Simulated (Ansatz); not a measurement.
# Squeezing and shearing Pnnm (COD entry) AlH3, size series (192 atoms), part 3 of 3

How stiff is Pnnm (COD entry) AlH3, size series (192 atoms), and how do its levels respond to strain?

Ansatz 0.2.0; Kohn-Sham DFT, PBEsol, PAW (set soft_2), plane waves.

The cell: 48 Al and 144 H. Sampling is at Γ alone.

So far. Step 10 (Stretched by 1 % along x): The relaxation converged after 2 steps, 0.0299 eV below its start, with a largest force component of 0.015 eV/Å. Step 10 (Stretched by 1 % along x): Stretched by 1 % along x: the energy stands 0.0503 eV above that of the reference, at a pressure of -0.453 GPa.

**11. Compressed by 1 % along x**

The relaxed cell is strained along x alone, which gives the stiffness along x and its coupling to y and z.

Input file input.yaml:

```yaml
crystal:
  lattice:
    - [10.70266, 0.0, 0.0]
    - [0.0, 14.71516, 0.0]
    - [0.0, 0.0, 11.56249]
  atoms:
    [... the 192 atom lines of step 5 ...]
kpoints:
  mp_grid: { grid: [1, 1, 1] }
hamiltonian:
  xc: pbesol
scf:
  occupations: { method: fermi_dirac, width: 0.025 }
output:
  forces: true
  eigenvalues: true
  stress: true
relax:
  f_tol: 0.05
  max_steps: 70
```

On the command line:

```console
$ ansatz run input.yaml --threads 4 --pin off --max-ram 8192MiB --backend cpu --events-out ev --progress --plain --runs-dir out
```

Numbers of over 12 decimals in the logs are rounded to 6 here.

Log:

```text
[...]
Crystal: 192 atoms, lattice volume = 1820.992 Å³
Basis set: ecut = 420 eV, 35577 PW (Γ), exchange–correlation on 144×200×160 points (8 copies of the dense FFT grid, shifted against one another)
Bands: 336, of which v1, the nominal top of the filled ones, is band 144 counted from 1 (143 counted from 0)
Symmetry: 64 space group operations
[...]
k-points: 1
[...]
SCF iter   1: F=—  HF=-27428.054098 eV  |F-HF|=—  |Δ(HF+E_count)|=         —  Δρ=7.88e-3  dr2=8.69e-1  ethr=1.77e-3  ⟨swp⟩=6.0  Hψ=1682  notcnv=0  defer=67
[...]
SCF iter   6: F=-27427.762897 eV  HF=-27427.762897 eV  |F-HF|=1.15e-7  |Δ(HF+E_count)|=   7.61e-6  Δρ=2.22e-6  dr2=1.04e-7  ethr=1.26e-9  ⟨swp⟩=16.0  Hψ=3276  notcnv=0
SCF 1 converged in 6 iterations: F = -27427.762897 eV  dr2 = 1.04e-7
[...]
relax step   1: F+E_penalty+E_count = -27427.76289666 eV  Δ(F+E_penalty+E_count) = +0.000e0 eV  max|allowed force component| = 8.243e-2 eV/Å  Δτ_max = 0.0000 Å  (6 SCF iters, dr2 threshold 6.25e-5 eV, accepted)
[...]
SCF iter   5: F=-27427.800989 eV  HF=-27427.800989 eV  |F-HF|=8.91e-8  |Δ(HF+E_count)|=   8.36e-7  Δρ=1.74e-6  dr2=6.03e-8  ethr=3.47e-11  ⟨swp⟩=11.0  Hψ=2133  notcnv=0
SCF 2 converged in 5 iterations: F = -27427.800989 eV  dr2 = 6.03e-8
relax step   2: F+E_penalty+E_count = -27427.80098917 eV  Δ(F+E_penalty+E_count) = -3.809e-2 eV  max|allowed force component| = 2.221e-2 eV/Å  Δτ_max = 0.0115 Å  (5 SCF iters, accepted)
SCF converged after 5 iterations
Free energy (F): -27427.800989 eV
[...]
Internal energy: -27427.800989 eV  (E = F + TS)
E sigma→0 (E₀):  -27427.800989 eV
Fermi energy:    2.317627 eV
[...]
--- Forces (eV/Å), atoms counted from 1 ---
  atom   1  Al    -0.00000000    -0.00000000     0.00000000
  atom   2  Al     0.00000000    -0.00000000    -0.00000000
  atom   3  Al    -0.01476300     0.02220789    -0.00000000
  atom   4  Al     0.01476300    -0.02220789     0.00000000
  atom   5  Al     0.01476300     0.02220789    -0.00000000
  atom   6  Al    -0.01476300    -0.02220789     0.00000000
  atom   7  H     -0.00000000     0.00000000    -0.00000000
  atom   8  H     -0.00000000     0.00000000    -0.00000000
  atom   9  H     -0.00206451     0.00600643    -0.00659383
  atom  10  H      0.00206451    -0.00600643    -0.00659383
  atom  11  H      0.00206451     0.00600643     0.00659383
  atom  12  H     -0.00206451    -0.00600643     0.00659383
  atom  13  H      0.00206451    -0.00600643     0.00659383
  atom  14  H     -0.00206451     0.00600643     0.00659383
[...]
atom 191  H     -0.00199287    -0.00280298     0.00000000
  atom 192  H      0.00199287     0.00280298    -0.00000000
  max |Σ_I F_I| component: 1.87e-16 eV/Å
--- Stress (GPa, compression-positive) ---
        0.935491       0.000000       0.000000
       -0.000000       0.411039       0.000000
        0.000000       0.000000       0.080231
  P = ⅓ Tr σ = 0.4756 GPa (4.756 kbar)
--- Band table (eV) ---
[...]
--- Relaxed structure (2 steps of the walk, 2 accepted, 0 SCFs on fresh bases) ---
  F+E_penalty+E_count = -27427.80098917 eV   max|allowed force component| = 2.221e-2 eV/Å
  atoms:
    - { symbol: Al, position: [0, 0, 0.25] }
    - { symbol: Al, position: [0.25, 0.25, 0] }
    - { symbol: Al, position: [0.394774, 0.043473, 0] }
    - { symbol: Al, position: [0.105226, 0.456527, 0] }
[...]
- { symbol: H, position: [0.590269, 0.597971, 0.750000] }
```

Run time: 12 s. Hardware: 4 threads of AMD EPYC 9R45, shared host; peak memory 2 GiB; 42 s of CPU time.

The relaxation converged after 2 steps, 0.0381 eV below its start, with a largest force component of 0.022 eV/Å.

Compressed by 1 % along x: the energy stands 0.0539 eV above that of the reference, at a pressure of 0.476 GPa.

**12. Sheared by 2 % in xy**

A shear of the relaxed cell gives the modulus that volume changes can't reach.

Changes to input.yaml since step 11:

```diff
@@ -2,4 +2,4 @@
   lattice:
-    - [10.70266, 0.0, 0.0]
-    - [0.0, 14.71516, 0.0]
+    - [10.81077, 0.10811, 0.0]
+    - [0.14715, 14.71516, 0.0]
     - [0.0, 0.0, 11.56249]
```

Log:

```text
[...]
Crystal: 192 atoms, lattice volume = 1839.203 Å³
Basis set: ecut = 420 eV, 35961 PW (Γ), exchange–correlation on 150×200×160 points (8 copies of the dense FFT grid, shifted against one another)
Bands: 336, of which v1, the nominal top of the filled ones, is band 144 counted from 1 (143 counted from 0)
Symmetry: 32 space group operations
[...]
k-points: 1
[...]
SCF iter   1: F=—  HF=-27428.015290 eV  |F-HF|=—  |Δ(HF+E_count)|=         —  Δρ=7.82e-3  dr2=8.71e-1  ethr=1.77e-3  ⟨swp⟩=6.0  Hψ=1684  notcnv=0  defer=70
[...]
SCF iter   5: F=-27427.723538 eV  HF=-27427.723530 eV  |F-HF|=7.42e-6  |Δ(HF+E_count)|=   6.94e-5  Δρ=1.24e-5  dr2=3.80e-6  ethr=2.43e-8  ⟨swp⟩=2.0  Hψ=296  notcnv=0  defer=182
SCF iter   6: F=-27427.723539 eV  HF=-27427.723539 eV  |F-HF|=1.27e-7  |Δ(HF+E_count)|=   8.43e-6  Δρ=2.26e-6  dr2=1.04e-7  ethr=1.32e-9  ⟨swp⟩=18.0  Hψ=3086  notcnv=0
SCF 1 converged in 6 iterations: F = -27427.723539 eV  dr2 = 1.04e-7
[...]
relax step   1: F+E_penalty+E_count = -27427.72353865 eV  Δ(F+E_penalty+E_count) = +0.000e0 eV  max|allowed force component| = 1.158e-1 eV/Å  Δτ_max = 0.0000 Å  (6 SCF iters, dr2 threshold 6.25e-5 eV, accepted)
[...]
SCF iter   1: F=—  HF=-27427.791673 eV  |F-HF|=—  |Δ(HF+E_count)|=         —  Δρ=1.47e-3  dr2=4.00e-2  ethr=1.36e-5  ⟨swp⟩=2.0  Hψ=797  notcnv=0  defer=182
[...]
SCF iter   5: F=—  HF=-27427.776652 eV  |F-HF|=—  |Δ(HF+E_count)|=   4.85e-6  Δρ=2.22e-6  dr2=1.62e-7  ethr=1.58e-9  ⟨swp⟩=2.0  Hψ=296  notcnv=0  defer=182
SCF iter   6: F=-27427.776653 eV  HF=-27427.776653 eV  |F-HF|=8.94e-9  |Δ(HF+E_count)|=   2.32e-7  Δρ=5.33e-7  dr2=1.04e-8  ethr=3.47e-11  ⟨swp⟩=12.0  Hψ=2213  notcnv=0
SCF 2 converged in 6 iterations: F = -27427.776653 eV  dr2 = 1.04e-8
relax step   2: F+E_penalty+E_count = -27427.77665258 eV  Δ(F+E_penalty+E_count) = -5.311e-2 eV  max|allowed force component| = 2.373e-2 eV/Å  Δτ_max = 0.0192 Å  (6 SCF iters, accepted)
SCF converged after 6 iterations
Free energy (F): -27427.776653 eV
[...]
Internal energy: -27427.776653 eV  (E = F + TS)
E sigma→0 (E₀):  -27427.776653 eV
Fermi energy:    2.235930 eV
[...]
Σ components = -27427.776653   (vs F -27427.776653, Δ=0.00e0)
--- Forces (eV/Å), atoms counted from 1 ---
  atom   1  Al    -0.00000000    -0.00000000    -0.00000000
  atom   2  Al     0.00000000    -0.00000000     0.00000000
  atom   3  Al     0.00448310    -0.01649995    -0.00000000
  atom   4  Al    -0.00448310     0.01649995     0.00000000
[...]
atom 192  H     -0.00152922    -0.00290704    -0.00000000
  max |Σ_I F_I| component: 1.20e-16 eV/Å
--- Stress (GPa, compression-positive) ---
        0.006430      -0.631529      -0.000000
       -0.631529       0.010116       0.000000
       -0.000000       0.000000      -0.003690
  P = ⅓ Tr σ = 0.0043 GPa (0.043 kbar)
--- Band table (eV) ---
[...]
--- Relaxed structure (2 steps of the walk, 2 accepted, 0 SCFs on fresh bases) ---
  F+E_penalty+E_count = -27427.77665258 eV   max|allowed force component| = 2.373e-2 eV/Å
  atoms:
    - { symbol: Al, position: [0, 0, 0.25] }
    - { symbol: Al, position: [0.250000, 0.250000, 0] }
    - { symbol: Al, position: [0.393886, 0.042783, 0] }
    - { symbol: Al, position: [0.106114, 0.457217, 0] }
[...]
- { symbol: H, position: [0.589855, 0.598208, 0.750000] }
```

Wall time 12 s (4 threads); peak memory 2 GiB; 44 s of CPU time.

The relaxation converged after 2 steps, 0.0531 eV below its start, with a largest force component of 0.024 eV/Å.

Sheared by 2 % in xy: the energy stands 0.0782 eV above that of the reference, at a pressure of 0.00429 GPa.

**13. Pressure against volume**

Atoms are relaxed at each volume, in the scaled cell.

| volume change (%) | volume (Å³/atom) | energy change (meV/atom) | pressure (GPa) | largest move on relaxing (Å) | bonds | gap (eV) |
| --- | --- | --- | --- | --- | --- | --- |
| -10 | 8.622 | 13.91 | 4.89 | 0.13 | 288 | 3.46 |
| -6 | 9.005 | 4.83 | 2.82 | 0.05 | 288 | 3.36 |
| -3 | 9.293 | 1.21 | 1.44 | 0.02 | 288 | 3.28 |
| +0 | 9.580 | 0.00 | 0.02 | - | 288 | 3.18 |
| +3 | 9.868 | 1.11 | -1.22 | 0.02 | 288 | 3.09 |
| +6 | 10.155 | 4.20 | -2.25 | 0.05 | 288 | 3.01 |

**14. Uniaxial strain and shear**

Stress (GPa, compression positive) less that of the relaxed cell, atoms relaxed:

| strain | xx | yy | zz | xy | energy change (meV/atom) |
| --- | --- | --- | --- | --- | --- |
| stretched by 1 % along x | -0.911 | -0.405 | -0.102 | 0.000 | 0.26 |
| compressed by 1 % along x | 0.907 | 0.396 | 0.064 | 0.000 | 0.28 |
| sheared by 2 % in xy | -0.022 | -0.005 | -0.020 | -0.632 | 0.41 |

**15. Outcome**

The bulk modulus, from the slope of pressure against ln V over the three points nearest the relaxed volume, is 44.2 GPa; between neighbouring points the slope runs 48, 44, 46, 42 and 36 GPa from the smallest volume up, without a steady fall, so no pressure derivative is given. The gap goes from 3.46 eV at the smallest volume to 3.01 eV at the largest, -2.8 eV per unit of ln V by a straight line, on the run's k-points. In the Cartesian axes of the cell, finite differences give C11 = 90.9, C12 = 40.0, C13 = 8.32 and C66 = 31.6 GPa (the shear of 2 % is the engineering strain, εxy = 0.01).

**Limits.** Strains are finite and relaxations stop at the force tolerance of the input, which can leave moduli too stiff; they are those of a static cell at zero temperature. Volumes are changed with the cell's shape held, so in an anisotropic solid the modulus lies over the one under free hydrostatic load. The program notes that the SCF threshold of the relaxations is loose for the stress.

The DFT runs together took 2.5 min of wall time.

[Logs are printed without paths, hosts, clocks, repeated set-up lines and the standing remarks that a program may print on its own settings, such as how far it seeks lower states.]

[Hosts, paths, dates, database ids (printed as entryN), source tags and the programs' standing remarks are cut or masked in the printed files.]
